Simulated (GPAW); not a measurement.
Records of electronic-structure calculations.

## SiC (P6_3mc): G0W0 with GPAW, start to end

The structure is hexagonal, space group P6_3mc (No. 186). Conventional cell: a = 3.081 Å, b = 3.081 Å, c = 15.125 Å, α = 90.00°, β = 90.00°, γ = 120.00°. Si has 4 C at 1.88 to 1.90 Å nearest. Nearest to Si lie 4 C at 1.89 Å. C has 4 Si at 1.88 to 1.89 Å nearest. C has 4 Si at 1.89 Å nearest. Nearest to C lie 4 Si at 1.89 to 1.90 Å. Farther neighbours are not listed.

```xyz
12
Lattice="3.0810 0.0000 0.0000 -1.5405 2.6682 0.0000 0.0000 0.0000 15.1248" Properties=species:S:1:pos:R:3 pbc="T T T"
Si    0.0000    0.0000    0.0000
Si    0.0000    0.0000    7.5624
Si    0.0000    1.7788    2.5168
Si    1.5405    0.8894   10.0792
Si    1.5405    0.8894    5.0350
Si    0.0000    1.7788   12.5974
C     0.0000    1.7788    0.6231
C     1.5405    0.8894    8.1855
C     1.5405    0.8894    3.1460
C     0.0000    1.7788   10.7084
C     0.0000    0.0000    5.6658
C     0.0000    0.0000   13.2282
```

| Quantity | Value |
| --- | --- |
| method | DFT, PBE, plane waves, PAW (and 1 further level or step) |
| program | GPAW 26.7.0 |
| settings of one run | cutoff 600 eV, GPAW PAW setups 1.2.1 data release, 6×6×2 k-mesh, nbands 175 |
| cost | 4 runs, 10 min in all on 8 MPI ranks of Arm Neoverse V1, shared host (the runs of this entry) |
| notes | The cell and positions come from the Crystallography Open Database and are kept as given unless a step says otherwise. Bands and cutoff are finite, so the gap is not at the basis limit. The miss can reach some tenths of an eV and take either sign; the mesh is an error of its own. |
| PBE gap | 2.00 eV, indirect |
| G0W0 gap on the mesh | 2.56 eV |
| GW settings | 6×6×2 mesh, 165 bands, screening to 70 eV, Godby-Needs plasmon pole |
| known limits | not at the basis limit |

G0W0 moves the gap on the mesh from 2.01 eV to 2.56 eV (+0.55 eV), with Z of 0.80 and 0.82 at the edges. Only 2 of the mesh's irreducible points were corrected, so a valley elsewhere could overtake.

[Paths, hosts, dates, memory and timing lines, banners, echoed tables and standing remarks are left out of the program output.]

[Logs are printed without paths, hosts, clocks, repeated set-up lines and the standing remarks that a program may print on its own settings, such as how far it seeks lower states.]

[Runs of the session that timed out or met a known fault of the program may be left out.]

[Hosts, paths, dates, database ids (printed as entryN), source tags and the programs' standing remarks are cut or masked in the printed files.]
